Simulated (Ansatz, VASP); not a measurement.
**One calculation of Be4S, two programs**

```
CELL_PARAMETERS angstrom
3.85753 0.00000 0.00000
0.00000 3.85753 0.00000
0.00000 0.00000 3.85753
ATOMIC_POSITIONS crystal
Be 0.25000 0.25000 0.25000
Be 0.75000 0.75000 0.25000
Be 0.25000 0.75000 0.75000
Be 0.75000 0.25000 0.75000
S 0.00000 0.00000 0.00000
```

Change from the starting cell: species swapped into the SnI4 type (P-43m, No. 215).

Alike in both runs: task relaxation of cell and atoms; functional PBE; k mesh 4 × 4 × 4; occupations gaussian, width 0.1 eV; no spin polarisation.

|  | VASP | Ansatz |
| --- | --- | --- |
| version | VASP 6.6.1 | Ansatz 0.2.0 |
| potentials or method | VASP PAW PBE potentials, release 64 (Be, S) | scalar-relativistic, plane waves, PAW |
| plane-wave cutoff (eV) | 600 | 420 |
| valence electrons in the cell | 14 | 14 |

Ansatz gave:

```
gap on the k mesh at the Fermi level, each at its own relaxed structure (eV) : none
relaxed volume (Å³/atom)                                                     : 11.53
relaxed cell length with the largest relative difference (Å)                 : 3.864
energy change over the relaxation (meV/atom)                                 : -1095
```

Estimate VASP's values.

gap on the k mesh at the Fermi level, each at its own relaxed structure (eV): none; relaxed volume (Å³/atom): 11.53; relaxed cell length with the largest relative difference (Å): 3.863; energy change over the relaxation (meV/atom): -1098.

A gap of «none» marks a metal or a gap that the smearing closes.

Caveats: the k mesh is coarse (spacing up to 0.41 Å⁻¹), so the values aren't converged.
